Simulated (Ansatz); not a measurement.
# BeTe (F-43m) in Ansatz: a series of runs, part 2 of 2

Ansatz 0.2.0. Earlier steps stand in the parts before.

## Step 4: Single point, RPBE+D4, 19.98 Å³/atom (volume scaled by 0.94)

File input.yaml:

```yaml
crystal:
  lattice:
    - [0.0, 2.7134535211, 2.7134535211]
    - [2.7134535211, 0.0, 2.7134535211]
    - [2.7134535211, 2.7134535211, 0.0]
  atoms:
    - { symbol: Te, position: [0.75, 0.75, 0.75] }
    - { symbol: Be, position: [0.0, 0.0, 0.0] }
hamiltonian:
  xc: rpbe
  pseudopotentials: { kind: paw }
  dispersion: d4
kpoints:
  mp_grid: { grid: [8, 8, 8] }
scf:
  occupations: { method: fermi_dirac, width: 0.05 }
output:
  forces: true
  stress: true
  eigenvalues: true
```

Command:

```
$ ansatz run input.yaml --threads 2 --pin off --max-ram 5120MiB --backend cpu --events-out ev --progress --plain --runs-dir out
```

Wall time 1.1 s (2 threads of Arm Neoverse V1, shared host); peak memory 0.29 GiB.

Results (log left out):

```yaml
Free_energy: -7084.4223 eV
Pressure: 5.3 GPa
Band_gap_on_the_k_mesh: 1.77 eV, indirect (least direct gap 3.54 eV)
```

Caveat: spin-orbit coupling is left out, which moves the levels of the heavy elements; the PAW data sets come from PBE, with cores solved anew for the run's functional, which leaves a small shift of forces and pressure.

## Step 5: Single point, RPBE+D4, 20.40 Å³/atom (volume scaled by 0.96)

Changes to input.yaml since step 4:

```diff
@@ -2,5 +2,5 @@
   lattice:
-    - [0.0, 2.7134535211, 2.7134535211]
-    - [2.7134535211, 0.0, 2.7134535211]
-    - [2.7134535211, 2.7134535211, 0.0]
+    - [0.0, 2.7325629784, 2.7325629784]
+    - [2.7325629784, 0.0, 2.7325629784]
+    - [2.7325629784, 2.7325629784, 0.0]
   atoms:
@@ -20 +20,5 @@
   eigenvalues: true
+  write_density: true
+  write_potential: true
+  elf: true
+  volumetric_format: npy
```

Command:

```
$ ansatz run input.yaml --threads 2 --pin off --max-ram 5120MiB --backend cpu --events-out ev --progress --plain --runs-dir out
```

Wall time 1.4 s (2 threads of Arm Neoverse V1, shared host); peak memory 0.3 GiB.

The run converged. Its results:

```yaml
Free_energy: -7084.4460 eV
Pressure: 3.6 GPa
Band_gap_on_the_k_mesh: 1.83 eV, indirect (least direct gap 3.57 eV)
```

Caveat: spin-orbit coupling is left out, which moves the levels of the heavy elements; the PAW data sets come from PBE, with cores solved anew for the run's functional, which leaves a small shift of forces and pressure.

## Step 6: Single point, RPBE+D4, 20.83 Å³/atom (volume scaled by 0.98)

Changes to input.yaml since step 5:

```diff
@@ -2,5 +2,5 @@
   lattice:
-    - [0.0, 2.7325629784, 2.7325629784]
-    - [2.7325629784, 0.0, 2.7325629784]
-    - [2.7325629784, 2.7325629784, 0.0]
+    - [0.0, 2.7514088358, 2.7514088358]
+    - [2.7514088358, 0.0, 2.7514088358]
+    - [2.7514088358, 2.7514088358, 0.0]
   atoms:
```

Potentials or basis: Ansatz PAW.

Command:

```
$ ansatz run input.yaml --threads 2 --pin off --max-ram 5120MiB --backend cpu --events-out ev --progress --plain --runs-dir out
```

Wall time 1.3 s (2 threads of Arm Neoverse V1, shared host); peak memory 0.3 GiB.

The run converged. Its results:

```yaml
Free_energy: -7084.4612 eV
Pressure: 2.1 GPa
Band_gap_on_the_k_mesh: 1.89 eV, indirect (least direct gap 3.59 eV)
```

Caveat: spin-orbit coupling is left out, which moves the levels of the heavy elements; the PAW data sets come from PBE, with cores solved anew for the run's functional, which leaves a small shift of forces and pressure.

## Step 7: Single point, RPBE+D4, 21.25 Å³/atom

File input.yaml:

```yaml
crystal:
  lattice:
    - [0.0, 2.77, 2.77]
    - [2.77, 0.0, 2.77]
    - [2.77, 2.77, 0.0]
  atoms:
    - { symbol: Te, position: [0.75, 0.75, 0.75] }
    - { symbol: Be, position: [0.0, 0.0, 0.0] }
hamiltonian:
  xc: rpbe
  pseudopotentials: { kind: paw }
  dispersion: d4
kpoints:
  mp_grid: { grid: [8, 8, 8] }
scf:
  occupations: { method: fermi_dirac, width: 0.05 }
output:
  forces: true
  stress: true
  eigenvalues: true
```

Command:

```
$ ansatz run input.yaml --threads 2 --pin off --max-ram 5120MiB --backend cpu --events-out ev --progress --plain --runs-dir out
```

Run time: 1.1 s. Hardware: 2 threads of Arm Neoverse V1, shared host; peak memory 0.3 GiB.

It converged, with:

```
Free energy            : -7084.4685 eV
Pressure               : 0.7 GPa
Band gap on the k mesh : 1.95 eV, indirect (least direct gap 3.61 eV)
```

Caveat: spin-orbit coupling is left out, which moves the levels of the heavy elements; the PAW data sets come from PBE, with cores solved anew for the run's functional, which leaves a small shift of forces and pressure.

## Step 8: Single point, RPBE+D4, 21.68 Å³/atom (volume scaled by 1.02)

Changes to input.yaml since step 7:

```diff
@@ -2,5 +2,5 @@
   lattice:
-    - [0.0, 2.77, 2.77]
-    - [2.77, 0.0, 2.77]
-    - [2.77, 2.77, 0.0]
+    - [0.0, 2.7883449055, 2.7883449055]
+    - [2.7883449055, 0.0, 2.7883449055]
+    - [2.7883449055, 2.7883449055, 0.0]
   atoms:
```

Command:

```
$ ansatz run input.yaml --threads 2 --pin off --max-ram 5120MiB --backend cpu --events-out ev --progress --plain --runs-dir out
```

Wall time 1.1 s (2 threads of Arm Neoverse V1, shared host); peak memory 0.3 GiB.

The run converged. Its results:

```yaml
Free_energy: -7084.4687 eV
Pressure: -0.6 GPa
Band_gap_on_the_k_mesh: 2.00 eV, indirect (least direct gap 3.63 eV)
```

Caveat: spin-orbit coupling is left out, which moves the levels of the heavy elements; the PAW data sets come from PBE, with cores solved anew for the run's functional, which leaves a small shift of forces and pressure.

## Step 9: Single point, RPBE+D4, 22.10 Å³/atom (volume scaled by 1.04)

Changes to input.yaml since step 8:

```diff
@@ -2,5 +2,5 @@
   lattice:
-    - [0.0, 2.7883449055, 2.7883449055]
-    - [2.7883449055, 0.0, 2.7883449055]
-    - [2.7883449055, 2.7883449055, 0.0]
+    - [0.0, 2.8064515486, 2.8064515486]
+    - [2.8064515486, 0.0, 2.8064515486]
+    - [2.8064515486, 2.8064515486, 0.0]
   atoms:
```

Potentials or basis: Ansatz PAW.

Command:

```
$ ansatz run input.yaml --threads 2 --pin off --max-ram 5120MiB --backend cpu --events-out ev --progress --plain --runs-dir out
```

Wall time 1.1 s (2 threads of Arm Neoverse V1, shared host); peak memory 0.3 GiB.

Results (log left out):

- Free energy: -7084.4626 eV
- Pressure: -1.7 GPa
- Band gap on the k mesh: 2.06 eV, indirect (least direct gap 3.65 eV)

Caveat: spin-orbit coupling is left out, which moves the levels of the heavy elements; the PAW data sets come from PBE, with cores solved anew for the run's functional, which leaves a small shift of forces and pressure.

## Step 10: Single point, RPBE+D4, 22.53 Å³/atom (volume scaled by 1.06)

Changes to input.yaml since step 9:

```diff
@@ -2,5 +2,5 @@
   lattice:
-    - [0.0, 2.8064515486, 2.8064515486]
-    - [2.8064515486, 0.0, 2.8064515486]
-    - [2.8064515486, 2.8064515486, 0.0]
+    - [0.0, 2.8243275181, 2.8243275181]
+    - [2.8243275181, 0.0, 2.8243275181]
+    - [2.8243275181, 2.8243275181, 0.0]
   atoms:
```

Command:

```
$ ansatz run input.yaml --threads 2 --pin off --max-ram 5120MiB --backend cpu --events-out ev --progress --plain --runs-dir out
```

Run time: 1.1 s. Hardware: 2 threads of Arm Neoverse V1, shared host; peak memory 0.3 GiB.

The run converged. Its results:

* Free energy: -7084.4506 eV
* Pressure: -2.8 GPa
* Band gap on the k mesh: 2.10 eV, indirect (least direct gap 3.66 eV)

Caveat: spin-orbit coupling is left out, which moves the levels of the heavy elements; the PAW data sets come from PBE, with cores solved anew for the run's functional, which leaves a small shift of forces and pressure.

## Step 11: Equation of state, RPBE+D4

This step only gathers the single runs of the series.

What came out:

```yaml
Equilibrium_volume: 21.48 Å³/atom
Bulk_modulus: 64 GPa
Pressure_derivative_of_the_bulk_modulus: 4.0
```

Energy against volume, from the lowest point:
```csv
volume (Å³/atom),energy (meV/atom)
19.979,23.24
20.404,11.36
20.829,3.79
21.254,0.12
21.679,0.00
22.104,3.08
22.529,9.07
```

Caveat: the potentials were made for another functional, which shifts forces and pressure. Spin-orbit coupling is left out, which matters for the levels of Te.

## Step 12: Overview

| task | level | smearing | points for each segment of the path | q mesh | gap on the mesh (eV) |
| --- | --- | --- | --- | --- | --- |
| band structure | PBEsol | fermi-dirac 0.05 eV | 14 | - | 1.75 |
| phonons | PBEsol | fixed | 8 | 2 × 2 × 2 | 1.75 |
| equation of state | RPBE+D4 | fermi-dirac 0.05 eV | - | - | - |

Alike in all rows: potentials or basis Ansatz PAW; no spin polarisation; cell as given; k mesh 8 × 8 × 8; cutoff (eV) 420.

Caveats: spin-orbit coupling is left out, which moves the levels of the heavy elements (some runs); the PAW data sets come from PBE, with cores solved anew for the run's functional, which leaves a small shift of forces and pressure (some runs); the potentials were made for another functional, which shifts forces and pressure (some runs).

Absolute energies hang on the potentials; compare differences alone.
